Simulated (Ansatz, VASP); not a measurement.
# One calculation of Ti, two programs

The input INCAR:

```
SYSTEM = Ti
PREC     = Accurate       ! precision mode
ENCUT    = 520            ! plane-wave cutoff, eV
EDIFF    = 1E-7           ! SCF threshold, eV
ISMEAR   = 1              ! smearing method
SIGMA    = 0.03           ! smearing width, eV
LREAL    = .FALSE.        ! projectors in reciprocal space
LASPH    = .TRUE.         ! aspherical terms in the spheres
NELM     = 100            ! most SCF steps
ALGO     = Normal         ! electronic algorithm
ISIF     = 2              ! what is computed and relaxed
LWAVE    = .FALSE.        ! write WAVECAR
LCHARG   = .FALSE.        ! write CHGCAR
NBANDS   = 19             ! bands
```

Contents of KPOINTS:

```
regular mesh
0
G
  13 13 7
  0 0 0
```

File POSCAR:

```
Ti
1.0
    2.8638698861      0.0000000000      0.0000000000
   -1.4319349430      2.4801840745      0.0000000000
    0.0000000000      0.0000000000      4.5399943151
Ti
2
Direct
    0.3333333333      0.6666666667      0.2500000000
    0.6666666667      0.3333333333      0.7500000000
```

Input for Ansatz:

```yaml
crystal:
  lattice:
    - [2.8638698861, 0.0, 0.0]
    - [-1.431934943, 2.4801840745, 0.0]
    - [0.0, 0.0, 4.5399943151]
  atoms:
    - { symbol: Ti, position: [0.3333333333, 0.6666666667, 0.25] }
    - { symbol: Ti, position: [0.6666666667, 0.3333333333, 0.75] }
hamiltonian:
  xc: lda
  pseudopotentials:
    kind: paw
    azcp:
      Ti: "pseudopotentials/Ti.paw.azcp"
basis:
  ecutwfc: 420
  fft_grid_basis: typed
kpoints:
  mp_grid: { grid: [13, 13, 7], shift: [0, 0, 0] }
magnetization:
  spin_polarized: false
scf:
  occupations: { method: methfessel_paxton, width: 0.03 }
  lower_state_search: "off"
output:
  stress: true
  write_density: true
  write_potential: true
  elf: true
  volumetric_format: npy
```

Alike in both runs: task single point; functional LDA; k mesh 13 × 13 × 7; occupations methfessel-paxton of order 1, width 0.03 eV; no spin polarisation.

```csv
,VASP,Ansatz
version,VASP 6.6.1,Ansatz 0.2.0
potentials or method,"VASP PAW LDA potentials, release 64 (Ti_sv)","plane waves (420 eV) with PAW, scalar-relativistic"
plane-wave cutoff (eV),520,420
valence electrons in the cell,24,24
```

Ansatz gave:

```
pressure (GPa)                                  : -0.2
largest component of the traceless stress (GPa) : 0.41
```

**Question.** Which values does VASP return?

**Answer.** Pressure (GPa): -0.4; largest component of the traceless stress (GPa): 0.45.

Ansatz warned: «pseudo_functional_mismatch».
